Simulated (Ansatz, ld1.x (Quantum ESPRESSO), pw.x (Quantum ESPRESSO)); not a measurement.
What a changed setting does to a pw.x run (sc W)

Potential: PAW, ld1.x (Quantum ESPRESSO) 7.5, PBE; core [Kr] 4d10 4f14, reference 5s2 5p6 5d4 6s0 6p0; waves: 5s (bound): rcut 1.90, rcutus 2.05 bohr; 6s (bound, empty): rcut 1.90, rcutus 2.05 bohr; 5p (bound): rcut 1.85, rcutus 2.05 bohr; 6p (bound, empty): rcut 1.85, rcutus 2.05 bohr; 5d (bound): rcut 2.05, rcutus 2.80 bohr; 5d channel at 3.05 Ry: rcut 2.05, rcutus 2.80 bohr; 5f channel at 0.25 Ry: rc 2.80 bohr; local part: the f channel; core correction: none; augmentation: BESSEL, radius 2.05 bohr.

The reference run (k-mesh 12³, cutoffs 45/360 Ry, Fermi–Dirac 0.01 Ry, mixing_beta 0.4, conv_thr 1e-9, no spin) gives -3.73 GPa at 18.539 Å³/atom, where all-electron LAPW gives -2.09 GPa. This run, with its own iteration cap, changes k-mesh points per axis to 1, a wrong or extreme entry chosen on purpose.

```
&control
  calculation='scf', prefix='x', pseudo_dir='./', outdir='./tmp', tstress=.true., disk_io='none'
/
&system
  ibrav=0, nat=1, ntyp=1, ecutwfc=45, ecutrho=360, nbnd=15,
  occupations='smearing', smearing='fd', degauss=0.01
/
&electrons
  conv_thr=1e-09, mixing_beta=0.4, electron_maxstep=70
/
ATOMIC_SPECIES
W 1.0 W.UPF
CELL_PARAMETERS angstrom
  2.64664343 0.00000000 0.00000000
  0.00000000 2.64664343 0.00000000
  0.00000000 0.00000000 2.64664343
ATOMIC_POSITIONS crystal
W 0.0000 0.0000 0.0000
K_POINTS automatic
1 1 1 0 0 0
```

```bash
pw.x < W.scf.in > W.scf.out
```

Problem. How does the run end?

Solution. It converges in 20 iterations; the free energy moves by -13.38 eV/atom and the pressure by -52.53 GPa. The result is not a property of the crystal.

```
Message from routine setup:
     using ibrav=0 with symmetry is DISCOURAGED, use correct ibrav instead
     lattice parameter (alat)  =       5.0014  a.u.
     unit-cell volume          =     125.1074 (a.u.)^3
     number of electrons       =        14.00
     number of Kohn-Sham states=           15
     kinetic-energy cutoff     =      45.0000  Ry
     charge density cutoff     =     360.0000  Ry
     scf convergence threshold =      1.0E-09
     Exchange-correlation= SLA  PW   PBX  PBC
     number of k points=     1  Fermi-Dirac smearing, width (Ry)=  0.0100
     iteration #  1     ecut=    45.00 Ry     beta= 0.40
     total energy              =    -760.90462952 Ry
     estimated scf accuracy    <       4.10026996 Ry
     iteration #  2     ecut=    45.00 Ry     beta= 0.40
     total energy              =    -760.67810150 Ry
     estimated scf accuracy    <       0.65532935 Ry
     iteration #  3     ecut=    45.00 Ry     beta= 0.40
     total energy              =    -761.05709841 Ry
     estimated scf accuracy    <       0.34640004 Ry
     [... 14 iterations left out ...]
     iteration # 18     ecut=    45.00 Ry     beta= 0.40
     total energy              =    -761.15323520 Ry
     estimated scf accuracy    <       0.00000013 Ry
     iteration # 19     ecut=    45.00 Ry     beta= 0.40
     total energy              =    -761.15323521 Ry
     estimated scf accuracy    <       0.00000011 Ry
     iteration # 20     ecut=    45.00 Ry     beta= 0.40
     the Fermi energy is    19.1411 ev
!    total energy              =    -761.15323521 Ry
     estimated scf accuracy    <          6.6E-10 Ry
     smearing contrib. (-TS)   =      -0.00000000 Ry
     The total energy is F=E-TS. E is the sum of the following terms:
     one-electron contribution =     -23.73581316 Ry
     hartree contribution      =      24.91520192 Ry
     xc contribution           =     -15.79674479 Ry
     ewald contribution        =    -111.19023339 Ry
     one-center paw contrib.   =    -635.34564578 Ry
     convergence has been achieved in  20 iterations
          total   stress  (Ry/bohr**3)                   (kbar)     P=     -562.64
     Message from routine punch:
     Nothing written, as per user request (disk_io='none')
```

The run took about 6.3 s on one core of a shared host (Neoverse-V2, 32 threads, 247 GiB, load 22).
